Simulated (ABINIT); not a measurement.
A calculation with ABINIT 10.8.3 (patched build) of Ga (native input, structure from a POSCAR):

The input run.abi:

```
# Pseudopotentials
pp_dirpath "./"
pseudos "Ga.GGA_PBE-JTH.xml"

# Structure
structure "poscar:POSCAR"
natom 1

# Plane-wave basis
ecut 462.593566 eV
pawecutdg 34.0
pawxcdev 0

# k points
kptopt 1
ngkpt 10 10 10
nshiftk 1
shiftk 0.0 0.0 0.0

# Exchange and correlation
ixc 11

# Bands and occupations
nband 11
occopt 3
tsmear 0.00183747

# SCF cycle
nstep 100
tolvrs 1.0e-9

# Output
iomode 3
prtwf 0
prtden 0
prteig 0
prtebands 0
enunit 1
```

File POSCAR:

```
Ga
1.0
    2.7164800000      0.0000000000      0.0000000000
    0.0000000000      2.7164800000      0.0000000000
    0.0000000000      0.0000000000      2.7164800000
Ga
1
Direct
    0.0000000000      0.0000000000      0.0000000000  Ga
```

Potentials or basis: JTH PAW PBE v2.0.

Launch:

```bash
$ abinit run.abi > log 2>&1
```

The cell was built by a generator and needn't be a form met in nature.

Task: Write the same calculation in another form: ASE script, structure from a P1 CIF.

Result: As run:

run.py

```python
import json, os
import numpy as np
from ase.units import GPa
from ase.calculators.abinit import Abinit, AbinitProfile
from ase.io import read

atoms = read('Ga.cif')

profile = AbinitProfile(command='abinit', pp_paths=[os.path.abspath('pseudos')])
params = dict(
    pps='pawxml', xc='PBE',
    ecut=462.5936,
    pawecutdg=925.1871,
    pawxcdev=0,
    kptopt=1,
    ngkpt=[10, 10, 10],
    nshiftk=1,
    shiftk=[0.0, 0.0, 0.0],
    ixc=11,
    nband=11,
    occopt=3,
    tsmear=0.05,
    nstep=100,
    tolvrs=1e-09,
    prtwf=0,
    prtden=0,
)

atoms.calc = Abinit(profile=profile, directory='run', **params)
energy = atoms.get_potential_energy()
forces = atoms.get_forces()
stress = atoms.get_stress()
print(f'energy {energy:.6f} eV')
print('forces (eV/A)')
print(np.round(forces, 5))
print('stress (GPa, Voigt, tension positive)', np.round(stress / GPa, 4))
json.dump(dict(energy=energy, forces=forces.tolist(), stress=stress.tolist(), cell=atoms.cell.tolist(), frac=atoms.get_scaled_positions(wrap=False).tolist()), open('results.json', 'w'))
```

Ga.cif

```cif
data_Ga
_cell_length_a 2.71648000
_cell_length_b 2.71648000
_cell_length_c 2.71648000
_cell_angle_alpha 90.00000000
_cell_angle_beta 90.00000000
_cell_angle_gamma 90.00000000
_space_group_name_H-M_alt 'P1'
_space_group_name_Hall 'P 1'
_space_group_IT_number 1
loop_
_space_group_symop_operation_xyz
'x,y,z'
loop_
_atom_site_label
_atom_site_type_symbol
_atom_site_symmetry_multiplicity
_atom_site_Wyckoff_symbol
_atom_site_fract_x
_atom_site_fract_y
_atom_site_fract_z
_atom_site_occupancy
Ga1 Ga 1 a 0.0000000000 0.0000000000 0.0000000000 1
```

Potentials or basis: JTH PAW PBE v2.0.

Run with:

```sh
$ python run.py
```

Both were run:

|  | native input, structure from a POSCAR | ASE script, structure from a P1 CIF |
| --- | --- | --- |
| Pressure | 0.0 GPa | 0.0 GPa |
| Band gap on the k mesh | none (metal or under the smearing width) | none (metal or under the smearing width) |
| Valence electrons inside the program's atomic spheres | Ga 11.01 (radii [1.1132] Å) | Ga 11.01 (radii [1.1132] Å) |

Keys that steer only the numerical path or the files written may differ.
